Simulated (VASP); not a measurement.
P, 3 atoms in the cell. It takes space group P6/mmm (No. 191, hexagonal). The conventional cell has a = 4.478 Å, b = 4.478 Å, c = 2.523 Å, α = 90.00°, β = 90.00°, γ = 120.00°. P (site symmetry 6/mmm) has 14 P at 2.52 to 2.88 Å as nearest neighbours. Around P (site symmetry -6m2) lie 11 P at 2.52 to 2.88 Å. This isn't the form of P at room conditions, which is orthorhombic.

| Property | Result |
| --- | --- |
| Program | VASP 6.6.1 |
| Task | single point |
| Functional | RPBE |
| Potentials or basis | VASP PAW PBE potentials, release 64 (P) |
| Cutoff | 520 eV |
| k mesh | 11 × 11 × 16 |
| Occupations | fermi-dirac, width 0.1 eV |
| Spin | no spin polarisation |
| Dipole correction | no |
| Further INCAR settings | ALGO = Normal; EDIFF = 1e-06; NBANDS = 14 |

Potentials or basis: VASP PAW PBE potentials, release 64 (P).

Launch:

```bash
$ cat potpaw_PBE.64/P/POTCAR > POTCAR
$ mpirun -np 1 vasp_std > vasp.out
```

Hardware: 1 thread of AMD EPYC 9R45 (Zen 5), with other jobs on the host.

Task: Estimate the wall time of this run.

Result: It took 37 s on 1 thread of AMD EPYC 9R45 (Zen 5), with other jobs on the host, peak memory 0.17 GiB. Counts: scf iterations 11, k points 144.
